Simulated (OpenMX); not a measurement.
SiC (Moissanite):

```
Si C
1.0
     3.07600    0.00000    0.00000
    -1.53800    2.66389    0.00000
     0.00000    0.00000    5.04800
Si C
2 2
Direct
  0.66667 0.33333 0.50000
  0.33333 0.66667 0.00000
  0.66667 0.33333 0.88500
  0.33333 0.66667 0.38500
```

Base run:

- Program: OpenMX 3.8.5
- Functional: PBE
- Potentials or basis: OpenMX 2013 PBE set, Si7.0-s3p3d2, C6.0-s3p2d2, grid cutoff 300 Ry
- k mesh: 11 × 11 × 5
- Occupations: fermi-dirac, width 0.05 eV
- Spin: no spin polarisation

Its results: band gap on the k mesh 2.47 eV, indirect (least direct gap 4.10 eV); pressure 4.9 GPa; largest force 0.795 eV/Å.

Problem. The run is repeated on the same cell with these changes: potentials or basis from OpenMX 2013 PBE set, Si7.0-s3p3d2, C6.0-s3p2d2, grid cutoff 300 Ry to OpenMX 2013 PBE set, Si7.0-s2p1d1, C6.0-s2p2, grid cutoff 300 Ry. What comes out?

Solution. Band gap on the k mesh 2.90 eV, indirect (least direct gap 4.48 eV); pressure 5.2 GPa; largest force 0.831 eV/Å.

Caveats: the mesh misses the band edges, which the band path finds closer together; the basis of atomic orbitals isn't converged, which shifts pressures, moduli and gaps.
